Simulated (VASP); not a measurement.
A run of VASP 6.6.1 is set up as follows.

Contents of POSCAR:

```
BaZrO3                                  
1.0
    4.2349530860      0.0000000000     -0.0000000000
   -0.0000000000      4.2349530860     -0.0000000000
   -0.0000000000      0.0000000000      4.2349530860
  Ba              Zr              O             
     1     1     3
Direct
     0.0000000000000000    0.0000000000000000    0.0000000000000000
     0.5000000000000000    0.5000000000000000    0.5000000000000000
     0.5000000000000000    0.5000000000000000    0.0000000000000000
     0.0000000000000000    0.5000000000000000    0.5000000000000000
     0.5000000000000000    0.0000000000000000    0.5000000000000000
```

Contents of INCAR.step1:

```
SYSTEM = BaZrO3
PREC = Accurate
ENCUT = 520
EDIFF = 1E-5
ISMEAR = 0
SIGMA = 0.02
LREAL = .FALSE.
LASPH = .TRUE.
NELM = 60
ALGO = Normal
ISIF = 2
LWAVE = .TRUE.
GGA = PE
```

File INCAR.step2:

```
SYSTEM = BaZrO3
PREC = Accurate
ENCUT = 520
EDIFF = 1E-6
ISMEAR = 0
SIGMA = 0.02
LREAL = .FALSE.
LASPH = .TRUE.
NELM = 60
ALGO = Normal
ISIF = 2
LWAVE = .FALSE.
LCHARG = .TRUE.
GGA = PE
LHFCALC = .TRUE.
AEXX = 0.25
PRECFOCK = Fast
LVHAR = .TRUE.
ISTART = 1
```

File KPOINTS:

```
Automatic mesh
0
G
  4 4 4
  0 0 0
```

Potentials or basis: VASP PAW PBE potentials, release 64 (Ba_sv, Zr_sv, O).

Launch:

```console
$ cat potpaw_PBE.64/Ba_sv/POTCAR potpaw_PBE.64/Zr_sv/POTCAR potpaw_PBE.64/O/POTCAR > POTCAR
$ cp INCAR.step1 INCAR
$ mpirun -np 1 vasp_std > vasp.out
$ cp INCAR.step2 INCAR
$ mpirun -np 1 vasp_std > vasp.out
```

What does it give for the band gap on the k mesh?

5.35 eV, indirect (least direct gap 5.67 eV).

Estimate the pressure.

-3.9 GPa.

Caveat: the PAW data sets were made with another functional, which shifts forces and pressure a little; spin-orbit coupling is left out, which moves the levels of the heavy elements. A k mesh can miss the band edges.
